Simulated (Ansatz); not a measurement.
# W in Cu(111), 2x2: scattering by a point defect

Wanted: the reflection from a plane of defects, W in Cu(111), 2x2, and the resistivity it implies.

Program: Ansatz 0.2.0. Level of theory: Ansatz plane-wave DFT, PBE, PAW files; ballistic transport by layer matching (Landauer), zero bias; PAW set soft_1. Results are calculated unless marked as measured.

### Step 1. The starting structure

The cell holds 44 atoms: 43 Cu and 1 W. Cell: a = 5.112 Å, b = 5.112 Å, c = 23.005 Å, α = 86.8°, β = 93.2°, γ = 120.0°. It derives from Cu. Regions: lead, 24 atoms (24 Cu); scattering region, 20 atoms (19 Cu and 1 W). The structure is stacked along c, and the current runs across the ab planes.

### Step 2. Transmission at ideal sites

The defect sits in one plane of the supercell, all atoms on ideal sites; the layers about the cell's end are the lead. The mesh across the current, 12×12, is finer than the density's, because channels open and close sharply across the zone. Energies from -0.1 to 0.1 eV in steps of 0.05 eV are too few for the program's thermal sum, so it prints no conductance; for a metal the transmission near the Fermi level serves, at a fraction of the cost.

Contents of input.yaml:

```yaml
crystal:
  lattice:
    - [5.1123254594, 0.0, 0.0]
    - [-2.5561627297, 4.4274037203, 0.0]
    - [-1.2780813649, 0.73790062, 22.9580794202]
  atoms:
    - { symbol: Cu, position: [0.0075757576, 0.9924242424, 0.0454545455] }
    - { symbol: Cu, position: [0.0075757576, 0.4924242424, 0.0454545455] }
    - { symbol: Cu, position: [0.5075757576, 0.9924242424, 0.0454545455] }
    - { symbol: Cu, position: [0.5075757576, 0.4924242424, 0.0454545455] }
    - { symbol: Cu, position: [0.1893939394, 0.3106060606, 0.1363636364] }
    - { symbol: Cu, position: [0.1893939394, 0.8106060606, 0.1363636364] }
    - { symbol: Cu, position: [0.6893939394, 0.3106060606, 0.1363636364] }
    - { symbol: Cu, position: [0.6893939394, 0.8106060606, 0.1363636364] }
    - { symbol: Cu, position: [0.3712121212, 0.1287878788, 0.2272727273] }
    - { symbol: Cu, position: [0.3712121212, 0.6287878788, 0.2272727273] }
    - { symbol: Cu, position: [0.8712121212, 0.1287878788, 0.2272727273] }
    - { symbol: Cu, position: [0.8712121212, 0.6287878788, 0.2272727273] }
    - { symbol: Cu, position: [0.053030303, 0.946969697, 0.3181818182] }
    - { symbol: Cu, position: [0.053030303, 0.446969697, 0.3181818182] }
    - { symbol: Cu, position: [0.553030303, 0.946969697, 0.3181818182] }
    - { symbol: Cu, position: [0.553030303, 0.446969697, 0.3181818182] }
    - { symbol: Cu, position: [0.2348484848, 0.2651515152, 0.4090909091] }
    - { symbol: Cu, position: [0.2348484848, 0.7651515152, 0.4090909091] }
    - { symbol: Cu, position: [0.7348484848, 0.2651515152, 0.4090909091] }
    - { symbol: Cu, position: [0.7348484848, 0.7651515152, 0.4090909091] }
    - { symbol: W, position: [0.4166666667, 0.0833333333, 0.5] }
    - { symbol: Cu, position: [0.4166666667, 0.5833333333, 0.5] }
    - { symbol: Cu, position: [0.9166666667, 0.0833333333, 0.5] }
    - { symbol: Cu, position: [0.9166666667, 0.5833333333, 0.5] }
    - { symbol: Cu, position: [0.0984848485, 0.9015151515, 0.5909090909] }
    - { symbol: Cu, position: [0.0984848485, 0.4015151515, 0.5909090909] }
    - { symbol: Cu, position: [0.5984848485, 0.9015151515, 0.5909090909] }
    - { symbol: Cu, position: [0.5984848485, 0.4015151515, 0.5909090909] }
    - { symbol: Cu, position: [0.2803030303, 0.2196969697, 0.6818181818] }
    - { symbol: Cu, position: [0.2803030303, 0.7196969697, 0.6818181818] }
    - { symbol: Cu, position: [0.7803030303, 0.2196969697, 0.6818181818] }
    - { symbol: Cu, position: [0.7803030303, 0.7196969697, 0.6818181818] }
    - { symbol: Cu, position: [0.4621212121, 0.0378787879, 0.7727272727] }
    - { symbol: Cu, position: [0.4621212121, 0.5378787879, 0.7727272727] }
    - { symbol: Cu, position: [0.9621212121, 0.0378787879, 0.7727272727] }
    - { symbol: Cu, position: [0.9621212121, 0.5378787879, 0.7727272727] }
    - { symbol: Cu, position: [0.1439393939, 0.8560606061, 0.8636363636] }
    - { symbol: Cu, position: [0.1439393939, 0.3560606061, 0.8636363636] }
    - { symbol: Cu, position: [0.6439393939, 0.8560606061, 0.8636363636] }
    - { symbol: Cu, position: [0.6439393939, 0.3560606061, 0.8636363636] }
    - { symbol: Cu, position: [0.3257575758, 0.1742424242, 0.9545454545] }
    - { symbol: Cu, position: [0.3257575758, 0.6742424242, 0.9545454545] }
    - { symbol: Cu, position: [0.8257575758, 0.1742424242, 0.9545454545] }
    - { symbol: Cu, position: [0.8257575758, 0.6742424242, 0.9545454545] }
kpoints:
  mp_grid: { grid: [5, 5, 1] }
hamiltonian:
  xc: pbe
  pseudopotentials: { kind: paw, azcp: { folder: soft_1 } }
scf:
  occupations: { method: fermi_dirac, width: 0.1 }
output:
  transmission: { leads: [[0, 4]], kmesh: [12, 12], e_range: [-0.1, 0.1], de: 0.05 }
  write_potential: true
  write_density: true
  volumetric_format: npy
  elf: true
```

The run is started by

```console
> ansatz run input.yaml --threads 4 --pin off --max-ram 15360MiB --backend cpu --events-out ev --progress --plain --runs-dir out
```

Numbers of over 12 decimals in the logs are rounded to 6 here.

The log of the run:

```text
Engine: ansatz 0.2.0, aarch64-unknown-linux-gnu
Pseudopotentials: kind: paw
Pseudopotential: Cu, paw, valence charge 19, recommended cutoff 420 eV (normal), soft_1/Cu.paw.azcp
Pseudopotential: W, paw, valence charge 14, recommended cutoff 420 eV (normal), soft_1/W.paw.azcp
Functional definition: PBE
  parameter kappa = 0.804
  parameter beta = 0.066725
  exchange = pbe_x(kappa = kappa, mu = beta*pi^2/3)
  correlation = pbe_c(beta = beta)
Crystal: 44 atoms, lattice volume = 519.641 Å³
Basis set: ecut = 420 eV, 10219 PW (Γ)
Bands: 499, of which v1, the nominal top of the filled ones, is band 416 counted from 1 (415 counted from 0)
Symmetry: 4 space group operations
Space group: C2/m (ITA 12), of the structure as read, at distance tolerance 8.0e-5 Å
k-points: 9 of 25
Non-local potential: Cu, projectors of the file, l = 0: 3, l = 1: 2, l = 2: 3, l = 3: 1
Non-local potential: W, projectors of the file, l = 0: 3, l = 1: 2, l = 2: 2, l = 3: 1
PAW form: soft (Blöchl's): semilocal exchange-correlation on the pseudo side does not see the compensation charge
PAW one-centre angular grid: Cu, 590 points (default); XC on 64 Gauss nodes
PAW one-centre angular grid: W, 590 points (default); XC on 64 Gauss nodes
Initial density: superposition of atomic densities (chi_scale 0.1, normalization cell, long waves 89 % of neutral atoms (reshape's long-wave potential 1.89 eV rms, cloud 2.94 Å wide))
Initial wavefunctions: pseudopotential atomic-orbital guess
Functional: x = pbe(κ = 0.804, μ = 0.219515), c = pbe(β = 0.066725)
SCF iter   1: F=—  HF=-295307.243036 eV  |F-HF|=—  |Δ(HF+E_count)|=         —  Δρ=2.74e-1  dr2=3.45e2  ethr=3.10e-3  ⟨swp⟩=4.7  Hψ=13267  notcnv=0  defer=13
preconditioner: auto → Kerker (q_TF=auto, 2.950 Å⁻¹)  [metal: Δε(μ)=0.018 eV  Ē_g=9.035 eV  σ=0.100 eV  W_gap=0.04  n_scr=240 (ndim 8)  ℏωp=35.7 eV  f_vac=0.000  D(μ)=23.97/eV (n_scr^D=226)]
SCF iter   2: F=—  HF=-295274.056756 eV  |F-HF|=—  |Δ(HF+E_count)|=    3.32e1  Δρ=8.23e-2  dr2=8.05e1  ethr=3.10e-3  ⟨swp⟩=2.0  Hψ=8418  notcnv=0  defer=504
SCF iter   3: F=—  HF=-295267.849802 eV  |F-HF|=—  |Δ(HF+E_count)|=    6.21e0  Δρ=4.83e-2  dr2=1.66e1  ethr=3.10e-3  ⟨swp⟩=2.0  Hψ=5312  notcnv=0  defer=529
SCF iter   4: F=—  HF=-295266.115781 eV  |F-HF|=—  |Δ(HF+E_count)|=    1.73e0  Δρ=1.24e-2  dr2=5.39e0  ethr=2.00e-3  ⟨swp⟩=2.0  Hψ=6134  notcnv=0  defer=529
SCF iter   5: F=—  HF=-295266.417258 eV  |F-HF|=—  |Δ(HF+E_count)|=   3.01e-1  Δρ=7.40e-3  dr2=2.93e0  ethr=6.48e-4  ⟨swp⟩=1.9  Hψ=5238  notcnv=0  defer=529
SCF iter   6: F=—  HF=-295266.444479 eV  |F-HF|=—  |Δ(HF+E_count)|=   2.72e-2  Δρ=8.62e-3  dr2=1.63e0  ethr=3.53e-4  ⟨swp⟩=1.1  Hψ=3965  notcnv=0  defer=529
SCF iter   7: F=—  HF=-295266.416137 eV  |F-HF|=—  |Δ(HF+E_count)|=   2.83e-2  Δρ=2.57e-3  dr2=1.34e-1  ethr=1.96e-4  ⟨swp⟩=1.0  Hψ=3956  notcnv=0  defer=529
SCF iter   8: F=—  HF=-295266.412153 eV  |F-HF|=—  |Δ(HF+E_count)|=   3.98e-3  Δρ=1.21e-3  dr2=5.38e-2  ethr=1.61e-5  ⟨swp⟩=1.3  Hψ=3959  notcnv=0  defer=529
SCF iter   9: F=—  HF=-295266.410601 eV  |F-HF|=—  |Δ(HF+E_count)|=   1.55e-3  Δρ=6.87e-4  dr2=3.74e-3  ethr=6.47e-6  ⟨swp⟩=2.0  Hψ=4004  notcnv=0  defer=529
SCF iter  10: F=—  HF=-295266.410342 eV  |F-HF|=—  |Δ(HF+E_count)|=   2.58e-4  Δρ=1.28e-4  dr2=9.69e-5  ethr=4.50e-7  ⟨swp⟩=2.0  Hψ=5938  notcnv=0  defer=529
SCF iter  11: F=—  HF=-295266.410260 eV  |F-HF|=—  |Δ(HF+E_count)|=   8.28e-5  Δρ=1.22e-4  dr2=8.27e-5  ethr=1.17e-8  ⟨swp⟩=2.0  Hψ=7747  notcnv=0  defer=532
SCF iter  12: F=—  HF=-295266.410262 eV  |F-HF|=—  |Δ(HF+E_count)|=   2.75e-6  Δρ=8.22e-5  dr2=5.50e-5  ethr=9.96e-9  ⟨swp⟩=2.0  Hψ=7391  notcnv=0  defer=532
SCF iter  13: F=—  HF=-295266.410258 eV  |F-HF|=—  |Δ(HF+E_count)|=   4.43e-6  Δρ=1.86e-5  dr2=8.68e-6  ethr=6.62e-9  ⟨swp⟩=2.0  Hψ=5594  notcnv=0  defer=532
SCF iter  14: F=—  HF=-295266.410258 eV  |F-HF|=—  |Δ(HF+E_count)|=   1.74e-7  Δρ=1.08e-5  dr2=7.70e-7  ethr=1.04e-9  ⟨swp⟩=1.4  Hψ=3967  notcnv=0  defer=532
SCF iter  15: F=—  HF=-295266.410258 eV  |F-HF|=—  |Δ(HF+E_count)|=   7.19e-8  Δρ=5.44e-6  dr2=3.96e-7  ethr=9.26e-11  ⟨swp⟩=2.0  Hψ=6432  notcnv=0  defer=532
SCF iter  16: F=-295266.410258 eV  HF=-295266.410258 eV  |F-HF|=9.60e-9  |Δ(HF+E_count)|=   2.28e-8  Δρ=1.13e-6  dr2=1.18e-8  ethr=1.20e-11  ⟨swp⟩=6.3  Hψ=17759  notcnv=0
SCF 1 converged in 16 iterations: F = -295266.410258 eV  dr2 = 1.18e-8
  greatest PAW one-centre occupation: 1.000 electrons in one spin orbital (limit 2), on the Cu atom at site 25 (counted from 0), in its partial waves of l = 0
transmission: 151 of 1505 steps passed
transmission: 303 of 1505 steps passed
[...]
transmission: 1505 of 1505 steps passed
SCF converged after 16 iterations
Free energy (F): -295266.410258 eV
Harris-Foulkes:  -295266.410258 eV  (|F-HF|=9.60e-9)
Internal energy: -295265.764657 eV  (E = F + TS)
E sigma→0 (E₀):  -295266.087458 eV
Entropy (-TS):   -0.645601 eV (-14.673 meV/atom)
Fermi energy:    16.688534 eV
--- Per-component energies (eV) ---
  E_band       = -15713.684999
  E_kinetic    = 11686.481782
  E_local      = -194568.250496  (includes V_loc(G=0)·N_el)
  E_nonlocal   = 38209.085684
  E_hartree    = 82513.201646
  E_xc         = -3240.894014
  E_vxc        = -4070.880766  (∫ρ·V_xc dr)
  E_paw        = -86597.701024  (= ΣΔE_a)
  E_vpaw       = -31996.550354  (= ΣTr[D̂ρ^β])
  E_aug_tail   = 0.044363  (compensation charges beyond the density's cutoff)
  E_ewald      = -143267.732600
  E_smearing   = -0.645601  (= −TS)
  E_closure    = 0.000000  (closes the sum)
  Σ components = -295266.410258   (vs F -295266.410258, Δ=0.00e0)
--- Band table (eV; the first three rows and the last of 9) ---
  k-point 0: bands = [... 412 lower, 16.7344, 16.9319, 16.9739, 17.0478, 17.1955, 17.2527, 17.3042, 17.4692, ... 79 higher]
  k-point 1: bands = [... 412 lower, 16.4278, 16.5148, 16.5636, 16.6230, 16.7130, 16.7852, 16.8765, 16.9949, ... 79 higher]
  k-point 2: bands = [... 412 lower, 16.4563, 16.5010, 16.5413, 16.6222, 16.6943, 16.7823, 16.8324, 17.0620, ... 79 higher]
  k-point 8: bands = [... 412 lower, 16.4504, 16.4934, 16.5186, 16.5935, 16.6495, 16.8438, 16.8645, 16.9073, ... 79 higher]
--- Transmission ---
  basis      : 199 plane waves across, 35 finite elements along
  points     : 43, standing for a mesh of 12 x 12
  energies   : 5 from -0.100000 to 0.100000 eV about the Fermi level, 0.050000 eV apart; the leads are filled to 0.000000 eV, and channels, transmission and decay are at 0.000000 eV
  crystal 0  : Cu4, at the sites [0, 4], period 2.0871 Å, over 20.87 Å; its Hamiltonian steps by up to 5.3 meV
    offset         : up to 0.0000 Å between an atom of the period and one for which it stands
    channels       : 3.145833e0 a spin
    conductance    : none, the energies end too early or step too widely for 300 K: set another output.transmission.e_range or a lower de, or, where they end at an eighth of basis.ecutwfc, a higher one
  junction   : crystal 0 to crystal 0, 0.70 to 21.57 Å
    transmission   : 1.275724e0 a spin
    conductance    : none, the energies end too early or step too widely for 300 K: set another output.transmission.e_range or a lower de, or, where they end at an eighth of basis.ecutwfc, a higher one
```

The job ended after 5.6 min (4 threads of Arm Neoverse V2, shared host; peak memory 5.1 GiB).

This run has no spin polarisation although its electron count is odd.

This step gave:

```
free energy                                    : -295266.4103 eV
energy at zero smearing                        : -295266.0875 eV
Fermi energy                                   : 16.69 eV
cell area                                      : 22.63 Å²
transmission per spin nearest the Fermi level  : 1.276
open channels per spin nearest the Fermi level : 3.146
step of the lead's potential                   : 5.3 meV
```

Per spin. Table of transmission, zone mean by energy, zero at the Fermi level:

```csv
energy (eV),"transmission, zone mean"
-0.1000,1.19
-0.0500,1.27
0.0000,1.28
0.0500,1.26
0.1000,1.24
```

Per spin. The open channels, zone mean, lead stays at 3.15 for energy from -0.1 to 0.1 eV.

Transmission over k1 and k2. At 0.0000 eV from the Fermi level.

Ten even steps from '0' (0.53) to '9' (2.61):
```
053333501111
239121932101
231644613211
232466642321
031466664130
459666466695
003146666413
212324666423
211231644613
210123912193
011110533335
402220402220
```
Columns: k1 (b1) from -0.5 to 0.417; rows upwards: k2 (b2) from -0.5 to 0.417.

Open channels over k1 and k2. At 0.0000 eV from the Fermi level.

Ten even steps from '_' (3.00) to '@' (4.00):
```
__@@________@@__________
____@@______@@__________
______@@____@@__________
________________________
________________________
@@@@@@@@__________@@@@@@
________________________
________________________
____________@@____@@____
____________@@______@@__
____________@@________@@
@@__________@@__________
```
Columns: k1 (b1) from -0.5 to 0.417; rows upwards: k2 (b2) from -0.5 to 0.417.

ELF in the ca plane at fractional y = 0.083, with atoms of W and Cu within 0.2 Å of it. It is the smooth field of the valence electrons, not physical close to the nuclei.

Values, 8 rows by 16 columns, each cell a mean:
```
0.23 0.24 0.21 0.20 0.24 0.23 0.25 0.27 0.22 0.39 0.24 0.25 0.24 0.23 0.19 0.26
0.22 0.24 0.23 0.20 0.22 0.20 0.23 0.22 0.20 0.19 0.22 0.19 0.20 0.16 0.21 0.19
0.22 0.22 0.19 0.20 0.17 0.16 0.19 0.18 0.29 0.28 0.24 0.17 0.19 0.15 0.21 0.18
0.20 0.21 0.20 0.21 0.17 0.17 0.20 0.23 0.36 0.50 0.28 0.21 0.21 0.20 0.19 0.27
0.23 0.24 0.21 0.20 0.24 0.21 0.24 0.32 0.49 0.47 0.33 0.26 0.22 0.23 0.20 0.26
0.22 0.24 0.23 0.21 0.22 0.20 0.22 0.27 0.39 0.48 0.26 0.19 0.19 0.16 0.21 0.19
0.22 0.22 0.18 0.20 0.17 0.16 0.19 0.19 0.28 0.28 0.23 0.17 0.19 0.16 0.21 0.18
0.20 0.20 0.20 0.21 0.17 0.17 0.20 0.20 0.21 0.18 0.23 0.21 0.22 0.20 0.19 0.27
```
Columns run along c (16.0 Å, from fractional 0.11 to 0.80 of the cell), rows up along a (5.1 Å). Atoms in or near the plane, at fractional coordinates: W at (0.50, 0.42), Cu at (0.50, 0.92), Cu at (0.77, 0.46), Cu at (0.77, 0.96).

Electrostatic potential energy in the ca plane at fractional y = 0.083, with atoms of W and Cu within 0.2 Å of it. With pseudopotentials it is smooth inside the atoms' cores, unlike the true potential.

Values in eV, 8 rows by 16 columns, each cell a mean:
```
 17  17 -18 -14  16  17  18  17 -14 -35  15  18  18  16   5 -32
 17  17 -22 -14  15  15  17  15   2 -10  15  12  13  -4  15   9
 16  17  10  12   0  -1  11   7  14  12  13   5  10 -11  15   8
 15  17  14  13   3   4  15  12  -2 -15  12  15  17  13   6 -34
 17  17 -18 -14  16  17  18  16 -16 -26  10  18  18  16   5 -32
 17  17 -22 -14  15  15  17  14  -5 -14  12  12  13  -4  15   9
 16  17  10  12   0  -1  11   7  14  12  13   5  10 -11  15   8
 15  17  14  13   3   4  15  13   5 -10  16  15  17  13   6 -34
```
Columns run along c (16.0 Å, from fractional 0.11 to 0.80 of the cell; values clipped at the 3rd and 97th percentile), rows up along a (5.1 Å). Atoms in or near the plane, at fractional coordinates: W at (0.50, 0.42), Cu at (0.50, 0.92), Cu at (0.77, 0.46), Cu at (0.77, 0.96).

Valence density in the ca plane at fractional y = 0.083, with atoms of W and Cu within 0.2 Å of it. It is the smooth field of the valence electrons, not physical close to the nuclei.

Ten steps, logarithmic in the rise over the least value, from '0' (0 e/Å³) to '9' (49 e/Å³), each cell a mean:
```
00000025531000000000000489620000000000003786
00000148851000000000000489620000000000001453
00000047841000000000000245300000000122100110
00000024420011100001100011000011000243100000
00000001100023310012100001000111000233100111
00000000000024310011100122100011000011001453
00000001100012100000001244420000000000003796
00000025531000000000001455531000000000003786
00000148851000000000001455420000000000001453
00000047841000000000001244310000000122100110
00000024420011100001100112100111000243100000
00000001100023310012100000000111000233100111
00000000000024310011100011100011000011001453
00000001100012100000000246310000000000003796
```
Columns run along c (16.0 Å, from fractional 0.11 to 0.80 of the cell), rows up along a (5.1 Å). Atoms in or near the plane, at fractional coordinates: W at (0.50, 0.42), Cu at (0.50, 0.92), Cu at (0.77, 0.46), Cu at (0.77, 0.96).

Over the solved energies the transmission per spin lies between 1.19 and 1.28, out of 3.15 channels of the lead on average (up to 3.15).

### Step 3. Resistance at ideal sites

This step: Ansatz plane-wave DFT, PBE, PAW files; ballistic transport by layer matching (Landauer), zero bias; area resistance of the defect plane and resistivity an atomic per cent; PAW set soft_1 (Ansatz 0.2.0).

Numbers from this step:

| Item | Value |
| --- | --- |
| area resistance | 1.379 fΩ m² |
| T over the leads' mean channel count | 0.4024 |
| resistivity per at.% scaled from this dense plane, with the factor 3/4 for isotropic scattering | 19.82 µΩ cm |

Averaged over the energies near the Fermi level, 40.2 % of the channels pass, which makes 1.38 fΩ m².

By hand, with T and the leads' channels N averaged over the energies near the Fermi level: RA = A (h/2e²)(1/T − 1/N) = 22.63×10⁻²⁰ m² × 12 906 Ω × (1/1.266 − 1/3.146) = 1.38 fΩ m². Per atomic per cent: RA × A / V_atom × 0.01 × 3/4 = 19.8 µΩ cm, with the host's V_atom = 11.81 Å³.

### Step 4. Results

```
share of channels that pass, rigid                              : 0.402
area resistance, rigid                                          : 1.38 fΩ m²
resistivity per at.% from the area resistance, times 3/4, rigid : 19.8 µΩ cm
```

**Reading.** The plane of defects adds 1.4 fΩ m². Scaled to one atomic per cent that is 26 µΩ cm as it stands and 20 with the factor 3/4 for isotropic scattering on a spherical Fermi surface; with the reflection in place of the resistance taken as linear in the density it would be 8.0. These are rough estimates of the dilute value, not bounds. One W in each 2x2 cell reflects 60 % of the lead's channels. The defects form a dense periodic sheet that scatters coherently, unlike a dilute random alloy. T and N are means over the solved energies nearest the Fermi level. Spin-orbit coupling is left out, which matters for W.

[Logs are printed without paths, hosts, clocks, repeated set-up lines and the standing remarks that a program may print on its own settings, such as how far it seeks lower states.]

[Hosts, paths, dates, database ids (printed as entryN), source tags and the programs' standing remarks are cut or masked in the printed files.]
